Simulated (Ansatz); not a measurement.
# BN: a vibration from a frozen displacement

These are results of DFT r2SCAN, scalar-relativistic, plane waves, PAW in Ansatz 0.2.0, not measurements. Settings: plane waves to 500 eV, k-mesh 12×12×12 (Γ-centred), Gaussian smearing 0.05 eV. No spin polarisation. Energies are free energies at this smearing, counted from the undisturbed cell; pressure is positive in compression.

The undisturbed cell (as given, not relaxed at this level; it stands at -5.2 GPa):

```
B N
1.0
     0.00000    1.81300    1.81300
     1.81300    0.00000    1.81300
     1.81300    1.81300    0.00000
B N
1 1
Direct
  0.00000 0.00000 0.00000
  0.75000 0.75000 0.75000
```

Every N atom is moved by x along the Cartesian unit vector (0.577, -0.577, -0.577); the cell and all other atoms stay fixed. The cell's volume is 11.92 Å³; the moved atoms weigh 14.007 u together and the others 10.810 u.

| x (Å) | ΔE (meV/cell) | total force on the moved atoms along the move (eV/Å) | pressure (GPa) |
| --- | --- | --- | --- |
| -0.1000 | 100.33 | 1.8315 | -2.7185 |
| -0.0750 | 58.91 | 1.4714 | -3.7236 |
| -0.0500 | 27.30 | 1.0472 | -4.4921 |
| -0.0250 | 7.10 | 0.5570 | -4.9841 |
| 0.0000 | 0.00 | 0.0000 | -5.1577 |
| 0.0250 | 7.67 | -0.6251 | -4.9692 |
| 0.0500 | 31.83 | -1.3190 | -4.3730 |
| 0.0750 | 74.20 | -2.0826 | -3.3210 |
| 0.0875 | 102.77 | -2.4912 | -2.6086 |
| 0.1000 | 136.56 | -2.9178 | -1.7631 |

Problem. What frequency belongs to this motion?

Solution. The force constant is k = −dF/dx = 23.642 eV/Å², from the parabola through x = -0.0250, 0 and 0.0250. In every cell the moved atoms swing against the rest, so the mass is μ = m₁m₂/(m₁ + m₂) = 6.101 u, and ν̃ = 521.5 cm⁻¹ × √(|k|/μ) = 1027 cm⁻¹, at this cell's pressure of -5.2 GPa. To first order in x, and within 1 %, the force on every atom lies along the move and, within each of the two groups, in proportion to the atom's mass, so this is itself a mode at the zone centre of this cell, taken without macroscopic field (the transverse frequency in a polar insulator).

Problem. How far does the harmonic law reach?

Solution. At x = -0.100 Å, kx²/2 = 118.21 meV against the computed 100.33 meV (-15.1 %): the well softens in this direction at large amplitude.

The high frequency reflects light atoms held by short, strong sp³ bonds with a polar covalent character. The softening at negative x is one side of a mainly cubic anharmonicity: at x = 0.1000 Å the energy is 136.56 meV, above the harmonic 118.21 meV, and the mean of the two sides lies close to the parabola. Positive x drives N straight at one B neighbour, where the repulsion rises steeply; negative x stretches that bond and moves N towards the gap between the other three. The tetrahedral site has no inversion centre, so this odd term is allowed. It would vanish for a move along a cube axis, although the harmonic frequency is the same in every direction.

Pressure rises for displacements of either sign, which means that the force constant grows as the cell shrinks. Relaxing the stretched cell should therefore raise the frequency somewhat. The longitudinal mode must lie higher because of the bond's polarity, but its position would require the Born charges and the electronic dielectric constant.
